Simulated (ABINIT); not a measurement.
HgSe: single point with PBE

Crystal: HgSe.

```xyz
2
Lattice="0.0000 3.0390 3.0390 3.0390 0.0000 3.0390 3.0390 3.0390 0.0000" Properties=species:S:1:pos:R:3 pbc="T T T"
Hg    0.0000    0.0000    0.0000
Se    4.5585    4.5585    4.5585
```

```json
{
  "Program": "ABINIT 10.8.3 (patched build)",
  "Task": "single point",
  "Functional": "PBE",
  "Potentials or basis": "JTH PAW PBE v2.0",
  "Cutoff": "544 eV",
  "k mesh": "10 × 10 × 10",
  "Occupations": "fermi-dirac, width 0.05 eV",
  "Spin": "no spin polarisation"
}
```

| Property | Result |
| --- | --- |
| Pressure | 4.8 GPa |
| Band gap on the k mesh | none (metal or under the smearing width) |
| Valence electrons inside the program's atomic spheres | Hg 9.98; Se 3.91 |

Levels at points of the mesh, in eV from the Fermi level:
| k point | band 7 | band 8 | band 9 | band 10 | band 11 | band 12 |
| --- | --- | --- | --- | --- | --- | --- |
| (0.00, 0.00, 0.00) | -1.01 | -0.08 | -0.08 | -0.08 | 5.42 | 5.42 |
| (0.50, 0.00, 0.00) | -5.61 | -1.06 | -1.06 | 1.04 | 6.19 | 6.19 |
| (0.50, 0.50, 0.00) | -5.18 | -2.39 | -2.39 | 2.70 | 2.92 | 8.41 |

Run time: 82 s on 1 thread of Arm Neoverse V2 (shared host), peak memory 0.14 GiB.

Spin-orbit coupling is left out, which matters for the levels of Hg.
